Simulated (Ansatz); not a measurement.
**Au: checking dH/dP = V**

Theory: DFT PBEsol, scalar-relativistic, plane waves, PAW in Ansatz 0.2.0. Run with 420 eV cutoff, 18×18×18 k-mesh, Gaussian smearing of 0.10 eV, no spin polarisation.

Starting point, cell and atoms relaxed:

```
CELL_PARAMETERS angstrom
-1.62107 1.62107 1.62107
1.62107 -1.62107 1.62107
1.62107 1.62107 -1.62107
ATOMIC_POSITIONS crystal
Au 0.00000 0.00000 0.00000
```

Cell and atoms were relaxed at each target pressure within the start's symmetry (Im-3m), at zero temperature; other phases can be more stable under pressure. H = E + PV with P the target; E is the free energy at the smearing used, whose derivative the pressure is, per atom and counted from zero pressure. The mesh named is that at zero pressure; some other pressures ran on another.

Spin–orbit coupling is left out, which can shift energies with elements as heavy as these.

| P (GPa) | V (Å³/atom) | E − E0 (meV) | H − H0 (meV) |
| --- | --- | --- | --- |
| 0 | 17.040 | 0.0 | 0.0 |
| 1 | 16.946 | 0.3 | 106.1 |
| 4 | 16.678 | 4.4 | 420.8 |
| 12 | 16.079 | 33.7 | 1238.0 |
| 25 | 15.332 | 118.5 | 2510.8 |
| 50 | 14.308 | 353.8 | 4819.0 |
| 90 | 13.226 | 817.1 | 8246.4 |

Thermodynamics gives dH/dP = V along a relaxed path. Integrate V over P by the trapezoid rule and compare with the computed enthalpies.

With 1 eV/Å³ = 160.22 GPa, each step adds the mean volume times ΔP / 160.22:
| P (GPa) | ∫V dP (meV) | H − H0 (meV) | difference (meV) |
| --- | --- | --- | --- |
| 1 | 106.1 | 106.1 | 0.0 |
| 4 | 420.9 | 420.8 | 0.1 |
| 12 | 1238.7 | 1238.0 | 0.7 |
| 25 | 2513.0 | 2510.8 | 2.2 |
| 50 | 4825.5 | 4819.0 | 6.5 |
| 90 | 8262.5 | 8246.4 | 16.1 |

V(P) curves upward, so the trapezoid rule runs high; integrating a smooth curve through the same points (P as a polynomial of degree 4 in ln V) puts that excess at about 17.1 meV at 90 GPa, against the 16.1 meV found.

At 90 GPa, how much of the enthalpy change is stored energy and how much is the PV term?

E rises by 817 meV/atom and PV is 90 × 13.226 / 160.22 = 7429 meV/atom, so PV makes 90 % of ΔH. So between rival structures at high pressure a small difference in volume can outweigh the difference in energy: 1 % of this volume is worth 74.3 meV/atom at this pressure.

What bulk modulus do the lowest pressures give?

From the pressures that the runs reached, -1.01 GPa (17.140 Å³) and 0.99 GPa (16.946 Å³), B = −ΔP/Δln V = 2.00 / 0.0114 = 175 GPa, a mean over that range.

This bcc form isn't the element's structure at ambient conditions.